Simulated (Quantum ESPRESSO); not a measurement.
# BN (F-43m): zone-centre phonons

Which modes does BN (F-43m) have at the zone centre?

Program: Quantum ESPRESSO 7.5. Level of theory: DFT LDA, scalar-relativistic, plane waves, PseudoDojo norm-conserving pseudopotentials. Results are calculated unless marked as measured.

Most raw output is cut from this account.

## (1) The starting structure

The structure is cubic, space group F-43m (No. 216). Conventional cell: a = 3.626 Å, b = 3.626 Å, c = 3.626 Å, α = 90.00°, β = 90.00°, γ = 90.00°. Nearest to B lie 4 N at 1.57 Å. Nearest to N lie 4 B at 1.57 Å. Farther neighbours and most contacts between anions are not listed.

## (2) A probe with smearing

Before anything dear is run, a loose run with smearing shows whether this is a metal and how far the cell is from rest.

Contents of probe.in:

```
&control
   calculation = 'scf'
   prefix = 'x'
   outdir = './tmp'
   pseudo_dir = './pseudo'
   tprnfor = .true.
   tstress = .true.
   verbosity = 'high'
/
&system
   ibrav = 0
   nat = 2
   ntyp = 2
   ecutwfc = 84.0
   occupations = 'smearing'
   smearing = 'gaussian'
   degauss = 0.01
/
&electrons
   conv_thr = 1.0d-07
   mixing_beta = 0.7
   electron_maxstep = 100
/
ATOMIC_SPECIES
 B      10.8100  B.upf
 N      14.0070  N.upf
CELL_PARAMETERS angstrom
     0.000000000    1.813001000    1.813001000
     1.813001000    0.000000000    1.813001000
     1.813001000    1.813001000    0.000000000
ATOMIC_POSITIONS crystal
 B      0.000000000   0.000000000   0.000000000
 N      0.750000000   0.750000000   0.750000000
K_POINTS automatic
 8 8 8 0 0 0
```

The run is started by

```console
OMP_NUM_THREADS=1 mpirun -n 4 pw.x -nk 4 -in probe.in > probe.out
```

Elapsed: 8.4 s, on 4 MPI ranks of Intel Xeon at 2.50GHz (Skylake/Cascade Lake), shared host; 20 s of CPU time.

Read from the output:

| Item | Value |
| --- | --- |
| volume per atom | 5.959 Å³ |
| pressure | -13.92 GPa |
| gap on the k-mesh | 4.406 eV |

A gap of 4.4 eV opens on this mesh, so the crystal is taken as an insulator; the start stands at -14 GPa.

## (3) Relaxation

The relaxation runs at a cutoff a fifth above that of the response, since stress converges more slowly with the basis than frequencies do. Forces and stress are brought to rest with tight thresholds.

Contents of relax.in:

```
&control
   calculation = 'vc-relax'
   prefix = 'x'
   outdir = './tmp'
   pseudo_dir = './pseudo'
   tprnfor = .true.
   tstress = .true.
   forc_conv_thr = 2.0d-05
   etot_conv_thr = 1.0d-07
   nstep = 40
/
&system
   ibrav = 0
   nat = 2
   ntyp = 2
   ecutwfc = 101
   occupations = 'fixed'
   nbnd = 6
/
&electrons
   conv_thr = 1.0d-11
   mixing_beta = 0.7
   electron_maxstep = 100
/
&ions
/
&cell
   press_conv_thr = 0.2
/
ATOMIC_SPECIES
 B      10.8100  B.upf
 N      14.0070  N.upf
CELL_PARAMETERS angstrom
     0.000000000    1.813001000    1.813001000
     1.813001000    0.000000000    1.813001000
     1.813001000    1.813001000    0.000000000
ATOMIC_POSITIONS crystal
 B      0.000000000   0.000000000   0.000000000
 N      0.750000000   0.750000000   0.750000000
K_POINTS automatic
 10 10 10 0 0 0
```

The run is started by

```console
OMP_NUM_THREADS=1 mpirun -n 4 pw.x -nk 4 -in relax.in > relax.out
```

Run time: 70 s. Hardware: 4 MPI ranks.

The run stopped without converging: the BFGS search stopped short of its thresholds.

Forces and stress had fallen to the noise beside the minimum, so the last cell was taken on.

Over 6 steps the volume went from 5.959 to 5.742 Å³ an atom and the energy fell by 9.69 meV an atom.

## (4) Self-consistent run for the response

Perturbation theory inherits every error of the wavefunctions, so the threshold is set near the limit of the arithmetic. With a gap, occupations are fixed, which also allows the response to an electric field.

Contents of scf.in:

```
&control
   calculation = 'scf'
   prefix = 'x'
   outdir = './tmp'
   pseudo_dir = './pseudo'
   tprnfor = .true.
   tstress = .true.
/
&system
   ibrav = 0
   nat = 2
   ntyp = 2
   ecutwfc = 84.0
   occupations = 'fixed'
   nbnd = 6
/
&electrons
   conv_thr = 1.0d-12
   mixing_beta = 0.7
   electron_maxstep = 100
/
ATOMIC_SPECIES
 B      10.8100  B.upf
 N      14.0070  N.upf
CELL_PARAMETERS angstrom
     0.000000000    1.790664542    1.790664542
     1.790664542    0.000000000    1.790664542
     1.790664542    1.790664542    0.000000000
ATOMIC_POSITIONS crystal
 B      0.000000000   0.000000000   0.000000000
 N      0.750000000   0.750000000   0.750000000
K_POINTS automatic
 10 10 10 0 0 0
```

The run is started by

```console
OMP_NUM_THREADS=1 mpirun -n 4 pw.x -nk 4 -in scf.in > scf.out
```

Run time: 22 s. Hardware: 4 MPI ranks; 45 s of CPU time.

Read from the output:

```yaml
volume_per_atom: 5.742 Å³
pressure: 0.02600 GPa
gap_on_the_k_mesh: 4.457 eV
```

The cell stands at 0.026 GPa, close enough for phonons.

## (5) Zone-centre response

At q = 0 one unit cell holds all displacements; symmetry groups them into irreducible representations that are solved one by one. The response to a field gives ε∞ and the Born charges, which polar modes need.

Contents of ph.in:

```
phonons
&inputph
   prefix = 'x'
   outdir = './tmp'
   fildyn = 'g.dyn'
   tr2_ph = 1.0d-18
   epsil = .true.
/
0.000000000000 0.000000000000 0.000000000000
```

The run is started by

```console
OMP_NUM_THREADS=1 mpirun -n 4 ph.x -nk 4 -in ph.in > ph.out
```

Elapsed: 79 s, on 4 MPI ranks; 3.6 min of CPU time.

Read from the output:

```yaml
miss_of_the_charge_sum_rule: 5.50e-4 e
largest_acoustic_frequency_at_the_zone_centre_before_the_sum_rule: 1.51 cm⁻¹
highest_optical_zone_centre_mode_no_lo_to_term: 1069 cm⁻¹
lowest_optical_zone_centre_mode: 1069 cm⁻¹
mean_high_frequency_dielectric_constant: 4.508
largest_born_charge_in_size_third_of_the_trace: 1.879 e
```

Born charge (rows field, columns displacement), before the sum rule (e), principal values of the symmetric part by kind of site:

```
atom  atoms with these values    low  middle   high   mean
  B1                        1   1.88    1.88   1.88   1.88
  N2                        1  -1.88   -1.88  -1.88  -1.88
```

In full for B1:

```
1.88 0.00 0.00
0.00 1.88 0.00
0.00 0.00 1.88
```

High-frequency dielectric tensor:

```
4.51 0.00 0.00
0.00 4.51 0.00
0.00 0.00 4.51
```

The acoustic modes at Γ come out as far as 1.5 cm⁻¹ from zero, where they should vanish, a small numerical error; the Born charges miss their sum rule by 5.5e-4 e, which is good.

## (6) Modes with the sum rule

A rigid shift of the crystal must cost nothing, but grids and finite bases break this; the acoustic sum rule is imposed before the matrix is diagonalised again. With Born charges the intensities follow, and the static dielectric tensor.

Contents of dynmat.in:

```
&input
   fildyn = 'g.dyn'
   asr = 'simple'
   fileig = 'dynmat.eig'
   lperm = .true.
/
```

The run is started by

```console
dynmat.x -in dynmat.in > dynmat.out
```

Run time: 1.1 s. Hardware: 1 thread.

Numbers from this step:

| Quantity | Value |
| --- | --- |
| mean static dielectric constant | 6.678 |

Unit eigenvectors of the mass-weighted matrix after the sum rule; no LO-TO term. Modes at Γ, with each element's share of the kinetic energy:

```
mode  frequency (cm⁻¹)  symmetry  B %  N %
   1               0.0  acoustic   44   56
   2               0.0  acoustic   44   56
   3               0.0  acoustic   44   56
   4            1068.7        T2   56   44
   5            1068.7        T2   56   44
   6            1068.7        T2   56   44
```

Displacements in mode 6 (1068.7 cm⁻¹), the largest set to 1:
```
B1   1.00  0.00  0.00
N2  -0.77  0.00  0.00
```

Degenerate modes summed, no LO-TO term. Lines of the infrared spectrum (strongest = 100):

```
position (cm⁻¹)  lines merged  label  IR intensity, relative
           1069             3     T2                     100
```

Static dielectric tensor (ions relaxed, fixed cell):

```
6.68 0.00 0.00
0.00 6.68 0.00
0.00 0.00 6.68
```

The rule moves no optical mode by more than 0.1 cm⁻¹.

## (7) Modes along a direction of q (1 0 0)

A longitudinal polar mode sets up a macroscopic field that stiffens it; the term hangs on the direction from which q goes to zero.

Contents of dynmat.in:

```
&input
   fildyn = 'g.dyn'
   asr = 'simple'
   fileig = 'dynmat.eig'
   q(1) = 1.0
   q(2) = 0.0
   q(3) = 0.0
/
```

The run is started by

```console
dynmat.x -in dynmat.in > dynmat.out
```

It took 1.1 s on 1 thread.

Read from the output:

```
highest mode moved by the LO-TO term : 1301 cm⁻¹
```

Zone-centre frequencies as printed; negative means imaginary. Modes:

```
mode  frequency (cm⁻¹)
   1                 0
   2                 0
   3                 0
   4              1069
   5              1069
   6              1301
```

The field moves one mode, from 1069 to 1301 cm⁻¹; the others stay.

## (8) Summary of results

| Quantity | Value |
| --- | --- |
| volume per atom | 5.74 Å³ |
| gap on the k-mesh | 4.46 eV |
| highest optical zone-centre mode (no LO-TO term) | 1069 cm⁻¹ |
| highest mode moved by the LO-TO term | 1301 cm⁻¹ |
| mean high-frequency dielectric constant | 4.51 |
| largest Born charge in size (third of the trace) | 1.88 e |
| mean static dielectric constant | 6.68 |
| imaginary optical modes at the zone centre (no q mesh in this session) | none |

**Reading.** At the LDA level the optical modes of BN (F-43m) at the zone centre (no LO-TO term) lie at 1069 cm⁻¹. Along the directions run, the highest mode that the macroscopic field moves lies at 1301 cm⁻¹. Lattice motion raises the mean dielectric constant from 4.508 to 6.678. The Lyddane-Sachs-Teller relation holds: (ωLO/ωTO)² is 1.48 and ε₀/ε∞ is 1.48. Left out of this account: PBE with PseudoDojo NC, since it is gradient-corrected and no frozen-mode check or second program bears its response out; PBEsol with PseudoDojo NC, since it is gradient-corrected and no frozen-mode check or second program bears its response out. What is said of the levels holds for those shown. These are harmonic frequencies at zero temperature: anharmonic shifts and linewidths and thermal expansion are left out. The structure comes from a database and need not be the phase that is stable at ambient conditions.

[Host names and launcher messages were left out of these logs when they were recorded.]

[Logs are printed without paths, hosts, clocks, repeated set-up lines and the standing remarks that a program may print on its own settings, such as how far it seeks lower states.]

[Hosts, paths, dates, database ids (printed as entryN), source tags and the programs' standing remarks are cut or masked in the printed files.]
